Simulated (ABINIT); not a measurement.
## AlAs (F-43m): a self-consistent loop beyond G0W0, cycle by cycle

Wanted: G0W0 and self-consistent gaps of AlAs (F-43m), with the cost of the cycles.

Main program and level: ABINIT 10.8.3; LDA and many-body steps on it, plane waves.

**What was measured.**

- Gap 3.018 eV: lowest direct gap at Gamma; earlier measurement quoted from literature, technique not stated; 300 K; bulk crystal (pure AlAs, literature value used as model input) (quoted in “Simultaneous Measurement of Mid-Infrared Refractive Indices in Thin-Film Heterostructures: Methodology and Results for GaAs/AlGaAs”, 2023, arxiv:2301.08293).

### 1. The structure

The structure is cubic, space group F-43m (No. 216). Conventional cell: a = 5.661 Å, b = 5.661 Å, c = 5.661 Å, α = 90.00°, β = 90.00°, γ = 90.00°. Nearest to Al lie 4 As at 2.45 Å. Nearest to As lie 4 Al at 2.45 Å. Farther neighbours are not listed.

The cell and positions come from the Crystallography Open Database and are kept as given unless a step says otherwise.

### 2. Empty states on the mesh, 4×4×4 mesh, 239 bands

This step: ABINIT 10.8.3; DFT, LDA, plane waves, norm-conserving pseudopotentials.

The sums over transitions need many empty states on a uniform mesh; this step solves for them.

run.abi

```
acell 3*1.0 Angstrom
rprim 
  0.000000000000 2.830400000000 2.830400000000
  2.830400000000 0.000000000000 2.830400000000
  2.830400000000 2.830400000000 -0.000000000000
ntypat 2
znucl 13 33
natom 2
typat 1 2
xred 
  0.000000000000 0.000000000000 0.000000000000
  0.250000000000 0.250000000000 0.250000000000
pp_dirpath "pseudos"
pseudos "Al.upf, As.upf"
ecut 44
ngkpt 4 4 4
nshiftk 1
shiftk 0 0 0
kptopt 1
chksymbreak 0
irdden 1
istwfk *1
nband 239
prtvol 0
optdriver 6
gwr_task "HDIAGO"
paral_kgb 0
occopt 1
indata_prefix "in"
outdata_prefix "out"
tmpdata_prefix "tmp"
```

The run is started by

```bash
> OMP_NUM_THREADS=1 mpirun -n 4 abinit run.abi > log
```

The log of the run:

```text
.Version 10.8.3 of ABINIT. v10.8.2 released Aug 2026.

 Symmetries : space group F-4 3 m (#216); Bravais cF (face-center cubic)
[... echo of the input left out ...]
== DATASET  1 ==================================================================
-   mpi_nproc: 4, omp_nthreads: 1 (-1 if OMP is not activated)

--- !DatasetInfo
iteration_state: {dtset: 1, }
dimensions: {natom: 2, nkpt: 8, mband: 239, nsppol: 1, nspinor: 1, nspden: 1, mpw: 4314, }
cutoff_energies: {ecut:  44.0, pawecutdg:  -1.0, }
[...]
Indirect band gap semiconductor
 Fundamental gap:     1.346 (eV)
   VBM:     4.505 (eV) at k: [ 0.0000E+00,  0.0000E+00,  0.0000E+00]
   CBM:     5.851 (eV) at k: [ 5.0000E-01,  5.0000E-01,  0.0000E+00]
 Direct gap:         1.833 (eV) at k: [ 0.0000E+00,  0.0000E+00,  0.0000E+00]

== END DATASET(S) ==============================================================
================================================================================

 -outvars: echo values of variables after computation  --------
           etotal      0.0000000000E+00
            nband         239
             nkpt           8
          spgroup         216
 [... the other variables as echoed above ...]

 Calculation completed.
```

The job ended after 1.9 min (4 MPI ranks of Arm Neoverse V1, shared host; peak memory 4.2 GiB; 7.4 min of CPU time).

Numbers from this step:

| Quantity | Value |
| --- | --- |
| gap | 1.346 eV |
| k of the valence top | 0, 0, 0 |
| k of the conduction bottom | 0.5, 0.5, 0 |
| least direct gap | 1.833 eV |
| k points computed | 8 |
| lowest point of the top converged band, above the valence top | 153.2469 eV |

On this mesh the gap is 1.346 eV.

The density comes from a self-consistent run that is not shown.

### 3. Screening, 4×4×4 mesh, 231 bands, screening to 244.9 eV

The RPA dielectric matrix is built and inverted for each q.

This step: RPA screening on LDA, plane waves, norm-conserving pseudopotentials.

Edit run.abi of step 2 so:

```diff
@@ -20,10 +20,11 @@
 chksymbreak 0
-irdden 1
 istwfk *1
-nband 239
-prtvol 0
-optdriver 6
-gwr_task "HDIAGO"
-paral_kgb 0
 occopt 1
+irdwfk 1
+optdriver 3
+nband 231
+ecuteps 9
+inclvkb 2
+awtr 1
+symchi 1
 indata_prefix "in"
```

The log of the run:

```text
.Version 10.8.3 of ABINIT. v10.8.2 released Aug 2026.

 Symmetries : space group F-4 3 m (#216); Bravais cF (face-center cubic)
[... echo of the input left out ...]
== DATASET  1 ==================================================================
-   mpi_nproc: 4, omp_nthreads: 1 (-1 if OMP is not activated)

--- !DatasetInfo
iteration_state: {dtset: 1, }
dimensions: {natom: 2, nkpt: 8, mband: 231, nsppol: 1, nspinor: 1, nspden: 1, mpw: 4314, }
cutoff_energies: {ecut:  44.0, pawecutdg:  -1.0, }
electrons: {nelect:   2.60000000E+01, charge:   0.00000000E+00, occopt:   1.00000000E+00, tsmear:   1.00000000E-02, }

 SCREENING: Calculation of the susceptibility and dielectric matrices

 Based on a program developped by R.W. Godby, V. Olevano, G. Onida, and L. Reining.
 Incorporated in ABINIT by V. Olevano, G.-M. Rignanese, and M. Torrent.
.Using double precision arithmetic ; gwpc =  8

[... cell and pseudopotentials left out ...]
--------------------------------------------------------------------------------

 ==== K-mesh for the wavefunctions ====
 Number of points in the irreducible wedge :     8
[... list of points left out ...]
 Together with 24 symmetry operations and time-reversal symmetry
 yields    64 points in the full Brillouin Zone.

 ==== Q-mesh for the screening function ====
 Number of points in the irreducible wedge :     8
[... list of points left out ...]
 Together with 24 symmetry operations and time-reversal symmetry
 yields    64 points in the full Brillouin Zone.

 setmesh: FFT mesh size selected  =    36x   36x   36
          total number of points  =        46656

 vcoul_init : cutoff-mode = AUXILIARY_FUNCTION
 q-points for optical limit:   1
     1)      0.000010    0.000020    0.000030

- screening: taking advantage of time-reversal symmetry
- Maximum band index for partially occupied states nbvw = 13
- Remaining bands to be divided among processors   nbcw = 218
- Number of bands treated by each node ~54

 Number of electrons calculated from density =   26.0000; Expected =   26.0000
 average of density, n =  0.084958
 r_s =    1.4111
 omega_plasma =   28.1162 [eV]

 calculating chi0 at frequencies [eV] :
  1    0.000000E+00    0.000000E+00
  2    0.000000E+00    2.811624E+01

--------------------------------------------------------------------------------
  q-point number  1        q = ( 0.000000, 0.000000, 0.000000) [r.l.u.]
--------------------------------------------------------------------------------
[... chi0 elements left out ...]
 For q-point:  0.000010 0.000020 0.000030
  dielectric constant =  15.7764
  dielectric constant without local fields =  17.6362

  Average fulfillment of the sum rule on Im[epsilon] for q-point    1 :     60.55  [%]
[... wings left out ...]
  q-point number  2        q = ( 0.250000, 0.000000, 0.000000) [r.l.u.]
--------------------------------------------------------------------------------
[... chi0 elements left out ...]
  Average fulfillment of the sum rule on Im[epsilon] for q-point    2 :     66.67  [%]

 [... 6 further q-points ...]
```

The job ended after 2.6 min (4 MPI ranks; peak memory 2.1 GiB; 11 min of CPU time).

This step gave:

| Item | Value |
| --- | --- |
| ε∞ with local fields, on this mesh, along the program's q direction | 15.78 |
| the same without local fields | 17.64 |
| plasma frequency | 28.12 eV |
| plane waves in the screening matrix | 411 |

Local fields lower ε∞ by 11 %. On a Γ-centred mesh this coarse the value itself is usually too large, while a short band sum pulls it down.

### 4. G0W0

The self-energy is evaluated for the states that the input lists, and the levels follow from it, in one-shot runs by the linearised quasiparticle equation.

This step: G0W0 on LDA, plane waves, norm-conserving pseudopotentials.

Edit run.abi of step 3 so:

```diff
@@ -23,8 +23,19 @@
 irdwfk 1
-optdriver 3
+optdriver 4
 nband 231
+gwcalctyp 0
+ecutsigx 44
+symsigma 1
+nkptgw 3
+kptgw 
+  0.0000000000 0.0000000000 0.0000000000
+  0.5000000000 0.5000000000 0.0000000000
+  0.5000000000 0.0000000000 0.0000000000
+bdgw 
+  11 17
+  12 15
+  12 16
 ecuteps 9
-inclvkb 2
-awtr 1
-symchi 1
+irdscr 1
+ppmodel 1
 indata_prefix "in"
```

The log of the run:

```text
.Version 10.8.3 of ABINIT. v10.8.2 released Aug 2026.

 Symmetries : space group F-4 3 m (#216); Bravais cF (face-center cubic)
[... echo of the input left out ...]
== DATASET  1 ==================================================================
-   mpi_nproc: 4, omp_nthreads: 1 (-1 if OMP is not activated)

--- !DatasetInfo
iteration_state: {dtset: 1, }
dimensions: {natom: 2, nkpt: 8, mband: 231, nsppol: 1, nspinor: 1, nspden: 1, mpw: 4314, }
cutoff_energies: {ecut:  44.0, pawecutdg:  -1.0, }
electrons: {nelect:   2.60000000E+01, charge:   0.00000000E+00, occopt:   1.00000000E+00, tsmear:   1.00000000E-02, }

 SIGMA: Calculation of the GW corrections

 Based on a program developped by R.W. Godby, V. Olevano, G. Onida, and L. Reining.
 Incorporated in ABINIT by V. Olevano, G.-M. Rignanese, and M. Torrent.
.Using double precision arithmetic ; gwpc =  8

[... cell and pseudopotentials left out ...]
--------------------------------------------------------------------------------

 ==== K-mesh for the wavefunctions ====
 Number of points in the irreducible wedge :     8
[... list of points left out ...]
 Together with 24 symmetry operations and time-reversal symmetry
 yields    64 points in the full Brillouin Zone.

 ==== Q-mesh for screening function ====
 Number of points in the irreducible wedge :     8
[... list of points left out ...]
 Together with 24 symmetry operations and time-reversal symmetry
 yields    64 points in the full Brillouin Zone.

 vcoul_init : cutoff-mode = AUXILIARY_FUNCTION
 q-points for optical limit:   1
     1)      0.000010    0.000020    0.000030
 setmesh: FFT mesh size selected  =    45x   45x   45
          total number of points  =        91125

 Number of electrons calculated from density =   26.0000; Expected =   26.0000
 average of density, n =  0.084958
 r_s =    1.4111
 omega_plasma =   28.1162 [eV]

 === KS Band Gaps ===
  >>>> For spin  1
   Minimum direct gap =   1.8333 [eV], located at k-point      :   0.0000  0.0000  0.0000
   Fundamental gap    =   1.3462 [eV], Top of valence bands at :   0.0000  0.0000  0.0000
                                       Bottom of conduction at :   0.5000  0.5000  0.0000
 SIGMA fundamental parameters:
 PLASMON POLE MODEL  1
 number of plane-waves for SigmaX                 4279
 number of plane-waves for SigmaC and W            411
 number of plane-waves for wavefunctions          4279
 number of bands                                   231
 number of independent spin polarizations            1
 number of spinorial components                      1
 number of k-points in IBZ                           8
 number of q-points in IBZ                           8
 number of symmetry operations                      24
 number of k-points in BZ                           64
 number of q-points in BZ                           64
 number of frequencies for dSigma/dE                 9
 frequency step for dSigma/dE [eV]                0.25
 number of omega for Sigma on real axis              0
 max omega for Sigma on real axis  [eV]           0.00
 zcut for avoiding poles [eV]                     0.10

 EPSILON^-1 parameters (SCR file):
 dimension of the eps^-1 matrix on file            411
 dimension of the eps^-1 matrix used               411
 number of plane-waves for wavefunctions          4279
 number of bands                                   231
 number of q-points in IBZ                           8
 number of frequencies                               2
 number of real frequencies                          1
 number of imag frequencies                          1

 matrix elements of self-energy operator (all in [eV])

 Perturbative Calculation

--- !SelfEnergy_ee
iteration_state: {dtset: 1, }
kpoint     : [   0.000,    0.000,    0.000, ]
spin       : 1
KS_gap     :    1.833
QP_gap     :    2.667
Delta_QP_KS:    0.833
data: !SigmaeeData |
     Band     E0 <VxcDFT>   SigX SigC(E0)      Z dSigC/dE  Sig(E)    E-E0       E
       11   4.505 -13.368 -15.024   1.058   0.784  -0.276 -13.837  -0.469   4.036
       12   4.505 -13.368 -15.024   1.058   0.784  -0.276 -13.837  -0.469   4.036
       13   4.505 -13.368 -15.024   1.058   0.784  -0.276 -13.837  -0.469   4.036
       14   6.338 -12.293  -7.764  -4.069   0.792  -0.262 -11.929   0.364   6.702
       15   8.762  -9.648  -5.058  -4.495   0.785  -0.274  -9.573   0.074   8.837
       16   8.762  -9.648  -5.058  -4.495   0.785  -0.274  -9.573   0.074   8.837
[...]
--- !SelfEnergy_ee
iteration_state: {dtset: 1, }
kpoint     : [   0.500,    0.500,    0.000, ]
spin       : 1
KS_gap     :    3.520
QP_gap     :    4.265
Delta_QP_KS:    0.744
data: !SigmaeeData |
     Band     E0 <VxcDFT>   SigX SigC(E0)      Z dSigC/dE  Sig(E)    E-E0       E
[...]
--- !SelfEnergy_ee
iteration_state: {dtset: 1, }
kpoint     : [   0.500,    0.000,    0.000, ]
spin       : 1
KS_gap     :    2.830
QP_gap     :    3.586
Delta_QP_KS:    0.756
data: !SigmaeeData |
     Band     E0 <VxcDFT>   SigX SigC(E0)      Z dSigC/dE  Sig(E)    E-E0       E
[...]
14   6.511 -10.511  -6.266  -4.005   0.794  -0.259 -10.321   0.190   6.701
       15   9.157  -9.434  -4.697  -4.545   0.788  -0.268  -9.283   0.151   9.309
       16   9.157  -9.434  -4.697  -4.545   0.788  -0.268  -9.283   0.151   9.309

== END DATASET(S) ==============================================================
================================================================================

 -outvars: echo values of variables after computation  --------
           etotal      0.0000000000E+00
            nband         231
             nkpt           8
          spgroup         216
 [... the other variables as echoed above ...]

 Calculation completed.
```

The job ended after 86 s (4 MPI ranks; peak memory 2.2 GiB; 5.7 min of CPU time).

Numbers from this step:

```
G0W0 gap on the points computed              : 1.887 eV
starting gap on the mesh                     : 1.346 eV
k of the valence top                         : 0, 0, 0
k of the conduction bottom                   : 0.5, 0.5, 0
Z at the valence top                         : 0.784
Z at the conduction bottom                   : 0.802
least direct G0W0 gap on the computed points : 2.666 eV
```

The gap on the mesh goes from 1.35 eV to 1.89 eV, a correction of +0.54 eV.

### 5. evGW0, cycle 1

This step: evGW0 on LDA, plane waves, norm-conserving pseudopotentials.

Edit run.abi of step 4 so:

```diff
@@ -25,14 +25,24 @@
 nband 231
-gwcalctyp 0
+gwcalctyp 10
 ecutsigx 44
 symsigma 1
-nkptgw 3
+nkptgw 8
 kptgw 
   0.0000000000 0.0000000000 0.0000000000
+  0.2500000000 0.0000000000 0.0000000000
+  0.5000000000 0.0000000000 0.0000000000
+  0.2500000000 0.2500000000 0.0000000000
+  0.5000000000 0.2500000000 0.0000000000
+  -0.2500000000 0.2500000000 0.0000000000
   0.5000000000 0.5000000000 0.0000000000
-  0.5000000000 0.0000000000 0.0000000000
+  -0.2500000000 0.5000000000 0.2500000000
 bdgw 
   11 17
-  12 15
-  12 16
+  11 17
+  11 17
+  11 17
+  11 17
+  11 17
+  11 17
+  11 17
 ecuteps 9
```

The log of the run:

```text
.Version 10.8.3 of ABINIT. v10.8.2 released Aug 2026.

 Symmetries : space group F-4 3 m (#216); Bravais cF (face-center cubic)
[... echo of the input left out ...]
== DATASET  1 ==================================================================
-   mpi_nproc: 4, omp_nthreads: 1 (-1 if OMP is not activated)

--- !DatasetInfo
iteration_state: {dtset: 1, }
dimensions: {natom: 2, nkpt: 8, mband: 231, nsppol: 1, nspinor: 1, nspden: 1, mpw: 4314, }
cutoff_energies: {ecut:  44.0, pawecutdg:  -1.0, }
electrons: {nelect:   2.60000000E+01, charge:   0.00000000E+00, occopt:   1.00000000E+00, tsmear:   1.00000000E-02, }

 SIGMA: Calculation of the GW corrections

 Based on a program developped by R.W. Godby, V. Olevano, G. Onida, and L. Reining.
 Incorporated in ABINIT by V. Olevano, G.-M. Rignanese, and M. Torrent.
.Using double precision arithmetic ; gwpc =  8

[... cell and pseudopotentials left out ...]
--------------------------------------------------------------------------------

 ==== K-mesh for the wavefunctions ====
 Number of points in the irreducible wedge :     8
[... list of points left out ...]
 Together with 24 symmetry operations and time-reversal symmetry
 yields    64 points in the full Brillouin Zone.

 ==== Q-mesh for screening function ====
 Number of points in the irreducible wedge :     8
[... list of points left out ...]
 Together with 24 symmetry operations and time-reversal symmetry
 yields    64 points in the full Brillouin Zone.

 vcoul_init : cutoff-mode = AUXILIARY_FUNCTION
 q-points for optical limit:   1
     1)      0.000010    0.000020    0.000030
 setmesh: FFT mesh size selected  =    45x   45x   45
          total number of points  =        91125

 Number of electrons calculated from density =   26.0000; Expected =   26.0000
[...]
spin       : 1
KS_gap     :    3.520
QP_gap     :    4.265
Delta_QP_KS:    0.744
data: !SigmaeeData |
     Band     E_DFT   <VxcDFT>   E(N-1)  <Hhartree>   SigX  SigC[E(N-1)]    Z     dSigC/dE  Sig[E(N)]  DeltaE  E(N)_pert E(N)_diago
[...]
--- !SelfEnergy_ee
iteration_state: {dtset: 1, }
kpoint     : [  -0.250,    0.500,    0.250, ]
spin       : 1
KS_gap     :    7.098
QP_gap     :    7.976
Delta_QP_KS:    0.878
data: !SigmaeeData |
     Band     E_DFT   <VxcDFT>   E(N-1)  <Hhartree>   SigX  SigC[E(N-1)]    Z     dSigC/dE  Sig[E(N)]  DeltaE  E(N)_pert E(N)_diago
[...]
16    10.120    -9.780    10.120    19.900    -4.541    -5.043     0.777    -0.287    -9.628     0.152    10.272    10.529
       17    10.495    -9.323    10.495    19.818    -4.501    -4.658     0.788    -0.269    -9.194     0.129    10.624    10.659

 New Fermi energy :        1.809395E-01 Ha ,    4.923616E+00 eV

 === QP Band Gaps ===
  >>>> For spin  1
   Minimum direct gap =   2.8917 [eV], located at k-point      :   0.0000  0.0000  0.0000
   Fundamental gap    =   2.0345 [eV], Top of valence bands at :   0.0000  0.0000  0.0000
                                       Bottom of conduction at :   0.5000  0.5000  0.0000

 writing QP data on file : out_QPS

 Convergence of QP corrections
 >>>>> For spin  1 <<<<<
.  kptgw no:  1; Maximum DeltaE = (   0.000   0.000) for band index:  3
.  kptgw no:  2; Maximum DeltaE = (   0.000   0.000) for band index:  1
.  kptgw no:  3; Maximum DeltaE = (   0.074   0.000) for band index:  1
[...]
.  kptgw no:  7; Maximum DeltaE = (   0.270   0.000) for band index:  1
.  kptgw no:  8; Maximum DeltaE = (   0.206  -0.000) for band index:  1

== END DATASET(S) ==============================================================
================================================================================

 -outvars: echo values of variables after computation  --------
           etotal      0.0000000000E+00
            nband         231
             nkpt           8
          spgroup         216
 [... the other variables as echoed above ...]

 Calculation completed.
```

The job ended after 8.7 min (4 MPI ranks; peak memory 2.3 GiB; 35 min of CPU time).

This step gave:

- quasiparticle gap on the mesh: 2.035 eV
- gap of the density functional on the mesh: 1.346 eV
- k of the valence top: 0, 0, 0
- k of the conduction bottom: 0.5, 0.5, 0
- Z at the valence top: 0.784
- Z at the conduction bottom: 0.802
- least direct quasiparticle gap on the computed points: 2.892 eV

Against G0W0 in ABINIT (4×4×4 mesh, 231 bands, screening to 244.9 eV, Godby-Needs plasmon pole), the gap moves by +0.148 eV. This first cycle still uses the starting levels; it takes the full correction, at all points of the mesh, and its linearised value is 1.887 eV.

### 6. evGW0, cycle 2

The corrected levels of the last cycle go back in.

Edit run.abi of step 5 so:

```diff
@@ -50,2 +50,3 @@
 ppmodel 1
+irdqps 1
 indata_prefix "in"
```

The log of the run:

```text
.Version 10.8.3 of ABINIT. v10.8.2 released Aug 2026.

 Symmetries : space group F-4 3 m (#216); Bravais cF (face-center cubic)
[... echo of the input left out ...]
== DATASET  1 ==================================================================
-   mpi_nproc: 4, omp_nthreads: 1 (-1 if OMP is not activated)

--- !DatasetInfo
iteration_state: {dtset: 1, }
dimensions: {natom: 2, nkpt: 8, mband: 231, nsppol: 1, nspinor: 1, nspden: 1, mpw: 4314, }
cutoff_energies: {ecut:  44.0, pawecutdg:  -1.0, }
[...]
.  kptgw no:  3; Maximum DeltaE = (  -0.017   0.000) for band index:  1
[...]
.  kptgw no:  7; Maximum DeltaE = (  -0.051   0.000) for band index:  1
.  kptgw no:  8; Maximum DeltaE = (  -0.036  -0.000) for band index:  1

== END DATASET(S) ==============================================================
================================================================================

 -outvars: echo values of variables after computation  --------
           etotal      0.0000000000E+00
            nband         231
             nkpt           8
          spgroup         216
 [... the other variables as echoed above ...]

 Calculation completed.
```

Run time: 8.7 min. Hardware: 4 MPI ranks; peak memory 2.3 GiB.

Numbers from this step:

* quasiparticle gap on the mesh: 1.970 eV
* gap of the density functional on the mesh: 1.346 eV
* k of the valence top: 0, 0, 0
* k of the conduction bottom: 0.5, 0.5, 0
* least direct quasiparticle gap on the computed points: 2.763 eV

Against the cycle before, the gap moves by −0.065 eV.

(Part 1 of 2 ends here.)

[Paths, hosts, dates, memory and timing lines, banners, echoed tables and standing remarks are left out of the program output.]

[Logs are printed without paths, hosts, clocks, repeated set-up lines and the standing remarks that a program may print on its own settings, such as how far it seeks lower states.]

[Runs of the session that timed out or met a known fault of the program may be left out.]

[Hosts, paths, dates, database ids (printed as entryN), source tags and the programs' standing remarks are cut or masked in the printed files.]

[G0W0 gaps are taken among the corrected bands and points alone; a level outside them can change the order at an edge.]

[Where Ansatz stands beside ABINIT at settings called matched, ABINIT's density can come from a denser mesh and the files from another edition; pairs whose starting gaps differed by over 0.03 eV were left out, so agreement reads better than it is.]
